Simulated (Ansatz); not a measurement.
# Calculated records

### A low-energy model for MoS2 (1T sheet): bands, U and J

The cell holds 3 atoms: 1 Mo and 2 S. Its edges and angles: a = 3.089 Å, b = 3.089 Å, c = 29.617 Å, α = 90.0°, β = 90.0°, γ = 120.0°. Vacuum lies along c.

```xyz
3
Lattice="0.0000 2.1843 2.1843 2.1843 -2.1843 0.0000 17.0995 17.0995 -17.0995" Properties=species:S:1:pos:R:3
Mo    5.4584    5.4584   -5.4584
S     7.8388    5.6545   -5.6545
S     5.2624    5.2624   -3.0780
```

| Item | Value |
| --- | --- |
| method | DFT, LDA, plane waves, PAW (and 1 further level or step) |
| program | Ansatz 0.2.0 |
| settings of one run | cutoff 420 eV, 12×12×1 k-mesh, smearing width 0.08 eV, default PAW, coordination {"Mo": "octahedral"}, magnetic state non-magnetic by constraint |
| cost | 2 runs, 5 min in all on 4 threads of Arm Neoverse V1, shared host (the runs of this entry) |
| notes | The program’s warnings: xc potential rough in thin density. The structure was relaxed with LDA. Limits: no spin-orbit coupling. The bands cross the Fermi level under this constraint, which need not be the crystal’s state: magnetic order, correlation or a lattice distortion may open a gap. |
| Mo d + anion p | U 6.62 eV, U′ 5.85 eV, J 0.37 eV, bare V 13.3 eV |
| method | constrained RPA on non-magnetic LDA, 6×6×1 mesh, static; search for lower states off |

For Mo d + anion p, screening cuts the on-site interaction from 13.34 eV to 6.62 eV (50 %), while J goes only from 0.49 eV to 0.37 eV: the monopole is screened far more than the multipoles. U − 2J differs from U′ by +0.03 eV, so the Kanamori relation holds well.

[Paths, hosts, dates, memory and timing lines, banners, echoed tables and standing remarks are left out of the program output.]

[Logs are printed without paths, hosts, clocks, repeated set-up lines and the standing remarks that a program may print on its own settings, such as how far it seeks lower states.]

[Runs of the session that timed out or met a known fault of the program may be left out.]

[Hosts, paths, dates, database ids (printed as entryN), source tags and the programs' standing remarks are cut or masked in the printed files.]
